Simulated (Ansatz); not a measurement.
# InSe: the cost of one run

Method: DFT PBE+D3(BJ), scalar-relativistic, plane waves, PAW, in Ansatz 0.2.0.

A COD entry behind a cell of this session may itself be a prediction, so a difference from it is no test against experiment.

7 further runs of the same task are left out: 7 set aside as unsound or not needed.

### Step 1. The structure to begin with

It takes space group P-1 (No. 2, triclinic). The conventional cell has a = 4.027 Å, b = 4.027 Å, c = 28.271 Å, α = 90.00°, β = 90.00°, γ = 120.00°. Around Se (site symmetry 1) lie 3 In at 2.66 Å. Around In (site symmetry 1) lie 3 Se at 2.66 Å and 1 In at 2.79 Å.

As a file:

```xyz
8
Lattice="4.0266 0.0000 0.0000 -2.0133 3.4871 0.0000 0.0000 0.0000 28.2707" Properties=species:S:1:pos:R:3 pbc="T T T"
Se    0.0000    0.0000    4.5000
In    2.0133    1.1624    5.7954
In    2.0133    1.1624    8.5899
Se    0.0000    0.0000    9.8854
Se   -0.4474    0.7749   13.1954
In   -2.4607   -0.3875   14.4908
In   -2.4607   -0.3875   17.2853
Se   -0.4474    0.7749   18.5807
```

This is the geometry of the first run shown, built on a cell relaxed beforehand with the same method.

### Step 2. The scan

Atoms count from 1 in the order of the input.

The upper layer of a bilayer is slid over the lower one; relaxed at each slide: nothing; the origin of the map has Se5 above Se4; the distance between the facing planes is held at 3.31 Å.

The axes are (1) slide of the upper layer along the first cell vector, from Se5 above Se4: 9 values from 0.000 to 0.889, periodic; (2) slide of the upper layer along the second cell vector, from Se5 above Se4: 9 values from 0.000 to 0.889, periodic.

Nothing else is relaxed. Points are written as (first, second).

The two vectors of the plane (Å): (4.027, 0.000, 0.000); (-2.013, 3.487, 0.000).

### Step 3. Point (0/9, 2/9) of the map's two axes

The cell repeats along c, and a dipole correction in the vacuum removes the field between the copies.

File input.yaml:

```yaml
crystal:
  lattice:
    - [4.0266103653, 0.0, 0.0]
    - [-2.0133051827, 3.4871468675, 0.0]
    - [0.0, 0.0, 28.2707107737]
  atoms:
    - { symbol: Se, position: [0.0, 0.0, 0.15917534] }
    - { symbol: In, position: [0.6666666667, 0.3333333333, 0.2049979902] }
    - { symbol: In, position: [0.6666666667, 0.3333333333, 0.3038451596] }
    - { symbol: Se, position: [0.0, 0.0, 0.3496677344] }
    - { symbol: Se, position: [0.0, 0.2222222222, 0.4667500401] }
    - { symbol: In, position: [-0.6666666667, -0.1111111111, 0.5125726903] }
    - { symbol: In, position: [-0.6666666667, -0.1111111111, 0.6114198596] }
    - { symbol: Se, position: [0.0, 0.2222222222, 0.6572424345] }
basis:
  ecutwfc: 420
kpoints:
  mp_grid: { grid: [9, 9, 1] }
hamiltonian:
  xc: pbe
  pseudopotentials: { kind: paw, azcp: { folder: soft_1 } }
  dispersion: d3bj
scf:
  occupations: { method: gaussian, width: 0.05 }
output:
  forces: true
  eigenvalues: true
  write_density: true
  write_potential: true
  elf: true
  volumetric_format: npy
efield:
  axis: 3
  dipole_correction: true
  ramp_width: 0.04
```

Launch:

```sh
$ ansatz run input.yaml --threads 1 --pin off --max-ram 3072MiB --backend cpu --events-out ev --progress --plain --runs-dir out
```

Q: Estimate wall time and peak memory on 1 thread of Intel Xeon 6975P-C (Granite Rapids), shared host.

About 85 s, with a peak of 1.1 GiB.
